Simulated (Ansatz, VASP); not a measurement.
Two plane-wave programs on ZrB

Contents of INCAR:

```
PREC = Accurate
ENCUT = 520
EDIFF = 1E-6
ISMEAR = 0
SIGMA = 0.15
LREAL = False
LASPH = True
NELM = 80
ALGO = Fast
ISIF = 2
LWAVE = False
LCHARG = False
GGA = PE
NBANDS = 14
```

File KPOINTS:

```
Automatic mesh
0
Gamma
  20 20 20
```

Contents of POSCAR:

```
ZrB
1.0
   -0.9764388137      1.9528776273      1.9528776273
    1.9528776273     -0.9764388137      1.9528776273
    1.9528776273      1.9528776273     -0.9764388137
Zr B
1 1
Direct
    0.0000000000      0.0000000000      0.0000000000
    0.5000000000      0.5000000000      0.5000000000
```

Input for Ansatz:

```yaml
crystal:
  lattice:
    - [-0.9764388137, 1.9528776273, 1.9528776273]
    - [1.9528776273, -0.9764388137, 1.9528776273]
    - [1.9528776273, 1.9528776273, -0.9764388137]
  atoms:
    - { symbol: Zr, position: [0.0, 0.0, 0.0] }
    - { symbol: B, position: [0.5, 0.5, 0.5] }
basis:
  ecutwfc: 420
kpoints:
  mp_grid: { grid: [20, 20, 20] }
hamiltonian:
  xc: pbe
scf:
  occupations: { method: gaussian, width: 0.15 }
output:
  forces: true
  stress: true
  eigenvalues: true
```

Alike in both runs: task single point; functional PBE; k mesh 20 × 20 × 20; occupations gaussian, width 0.15 eV; no spin polarisation.

|  | VASP | Ansatz |
| --- | --- | --- |
| version | VASP 6.6.1 | Ansatz 0.2.0 |
| potentials or method | VASP PAW PBE potentials, release 64 (Zr_sv, B) | scalar-relativistic, plane waves, PAW |
| plane-wave cutoff (eV) | 520 | 420 |
| valence electrons in the cell | 15 | 15 |

VASP gave:

```
gap on the k mesh at the Fermi level (eV) : none
pressure (GPa)                            : 18.0
```

Estimate Ansatz's values.

gap on the k mesh at the Fermi level (eV): none; pressure (GPa): 17.8.

A gap of «none» marks a metal or a gap that the smearing closes.

Caveats: so large a pressure means that the cell lies far from this level's equilibrium, or that cutoff or potentials fall short (VASP).
